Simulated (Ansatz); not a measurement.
**Find the missing element**

Cell vectors (Å):

```
0.0000 2.2933 2.2933
2.2933 0.0000 2.2933
2.2933 2.2933 0.0000
```

| atom | a | b | c |
| --- | --- | --- | --- |
| Zr | 0.5000 | 0.5000 | 0.5000 |
| X | 0.0000 | 0.0000 | 0.0000 |

The calculation used r²SCAN, PAW on Ansatz 0.2.0's default frozen-core files (fitted under PBE), scalar-relativistic. k mesh 16×16×16, strains of ±0.003, Fermi-Dirac smearing of 0.100 eV.

Elastic constants of a crystal by Kohn-Sham DFT: slopes of the stress over finite engineering strains of the given cell, Voigt indices, Cartesian axes as in the cell vectors.

```tsv
index	elastic (GPa)
11	554.8
12	115.8
44	129.8
```

All X atoms are one element. Which one was computed?

N; the crystal is ZrN (Fm-3m).

Caveats: frozen-core PAW files fitted under PBE, their cores solved anew for the functional of the run; responses of metals move with mesh and smearing.
